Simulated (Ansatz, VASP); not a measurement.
**Two plane-wave programs on SnSe2**

File INCAR:

```
ALGO     = Fast           # electronic algorithm
EDIFF    = 1E-7           # SCF threshold, eV
ENCUT    = 520            # plane-wave cutoff, eV
GGA      = PE             # functional
ISIF     = 2              # what is computed and relaxed
ISMEAR   = 0              # smearing method
LASPH    = T              # aspherical terms in the spheres
LCHARG   = T              # write CHGCAR
LELF     = T              # ELF
LREAL    = F              # projectors in reciprocal space
LVHAR    = T            
LWAVE    = F              # write WAVECAR
NBANDS   = 20             # bands
NELM     = 100            # most SCF steps
PREC     = Accurate       # precision mode
SIGMA    = 0.01           # smearing width, eV
```

The input KPOINTS:

```
k-points
0
Gamma
  6 6 4
```

Contents of POSCAR:

```
SnSe2
1.0
    3.8251638404      0.0000000000      0.0000000000
   -1.9125819202      3.3126890594      0.0000000000
    0.0000000000      0.0000000000      6.2270561301
Sn Se
1 2
Direct
    0.0000000000      0.0000000000      0.0000000000
    0.3333333333      0.6666666667      0.2530760434
    0.6666666667      0.3333333333      0.7469239566
```

Input for Ansatz:

```yaml
crystal:
  lattice:
    - [3.8251638404, 0.0, 0.0]
    - [-1.9125819202, 3.3126890594, 0.0]
    - [0.0, 0.0, 6.2270561301]
  atoms:
    - { symbol: Sn, position: [0.0, 0.0, 0.0] }
    - { symbol: Se, position: [0.3333333333, 0.6666666667, 0.2530760434] }
    - { symbol: Se, position: [0.6666666667, 0.3333333333, 0.7469239566] }
kpoints:
  mp_grid: { grid: [6, 6, 4] }
hamiltonian:
  xc: pbe
scf:
  occupations: { method: fixed }
  n_extra_bands: 4
output:
  forces: true
  stress: true
  eigenvalues: true
```

Alike in both runs: task single point; functional PBE; k mesh 6 × 6 × 4; no spin polarisation.

```csv
,VASP,Ansatz
version,VASP 6.6.1,Ansatz 0.2.0
potentials or method,"VASP PAW PBE potentials, release 64 (Sn_d, Se)","plane waves, PAW"
plane-wave cutoff (eV),520,420
occupations,"gaussian, width 0.01 eV",fixed
valence electrons in the cell,26,46
```

```tsv
	VASP	Ansatz	Ansatz less VASP
gap on the k mesh at the Fermi level (eV)	0.79	0.79	+0.001
pressure (GPa)	3.0	2.9	-0.07
rms of the force components (eV/Å)	0.124	0.117	-0.0068
```

Atom by atom the forces differ by 0.007 eV/Å (rms over components). The two sets of potentials don't hold the same shells in valence.

Caveats: spin-orbit coupling is left out, which moves the levels of the heavy elements; this functional lacks dispersion, which binds the layers, so the pressure and a relaxed spacing across them are unreliable. A k mesh can miss the band edges.
